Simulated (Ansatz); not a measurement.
Equilibrium properties in the fcc structure, computed with PBE in Ansatz (plane waves, PAW datasets (generated soft set 1); cutoff 420 eV), no spin polarisation, no spin–orbit coupling, Fermi–Dirac smearing of 0.061 eV, k-spacing 0.06 Å⁻¹:

```tsv
crystal	a₀ (Å)	V₀ (Å³/atom)	B₀ (GPa)
Lu	4.875	28.97	42
Re	3.915	15.00	363
Pt	3.970	15.65	248
Au	4.158	17.97	140
Tl	4.993	31.12	27
Bi	5.028	31.78	52
```

**Question.** Give the same for Pb, Os, Hf.

**Answer.** 
```tsv
crystal	a₀ (Å)	V₀ (Å³/atom)	B₀ (GPa)
Pb	5.040	32.01	40
Os	3.856	14.33	390
Hf	4.485	22.56	101
```

Model structures, not the usual forms at ambient conditions (metastable or hypothetical): Lu, Hf, Re, Os, Tl, Bi. Spin–orbit coupling is left out, which matters for 6p elements such as Tl, Pb and Bi.
